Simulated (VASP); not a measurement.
A run of VASP 6.6.1:

File INCAR:

```
SYSTEM = Na
ALGO     = Normal         ! electronic algorithm
EDIFF    = 1E-6           ! SCF threshold, eV
EDIFFG   = -0.002         ! ionic threshold
ENCUT    = 600            ! plane-wave cutoff, eV
GGA      = PS             ! functional
IBRION   = 2              ! ionic algorithm
ISIF     = 3              ! what is computed and relaxed
ISMEAR   = -1             ! smearing method
LASPH    = .True.         ! aspherical terms in the spheres
LCHARG   = .False.        ! write CHGCAR
LREAL    = .False.        ! projectors in reciprocal space
LWAVE    = .False.        ! write WAVECAR
NELM     = 100            ! most SCF steps
NSW      = 100            ! ionic steps
PREC     = Accurate       ! precision mode
SIGMA    = 0.1            ! smearing width, eV
```

The input KPOINTS:

```
k-points
0
Gamma
  14 14 14
  0 0 0
```

File POSCAR:

```
Na
1.0
   -1.8882910800      1.8882910800      2.6372766800
    1.8882910800     -1.8882910800      2.6372766800
    1.8882910800      1.8882910800     -2.6372766800
Na
1
Direct
    0.0000000000      0.0000000000      0.0000000000
```

Potentials or basis: VASP PAW PBE potentials, release 64 (Na_pv).

Run with:

```sh
$ cat potpaw_PBE.64/Na_pv/POTCAR > POTCAR
$ mpirun -np 1 vasp_std > vasp.out
```

Hardware: 1 thread of Intel(R) Xeon(R) 6975P-C (Granite Rapids), with other jobs on the host.

Q: Estimate the wall time of this run.

A: Run time: 2.5 min on 1 thread of Intel(R) Xeon(R) 6975P-C (Granite Rapids), on a shared host, peak memory 0.21 GiB. Counts: scf iterations 68, k points 244, ion steps 14.
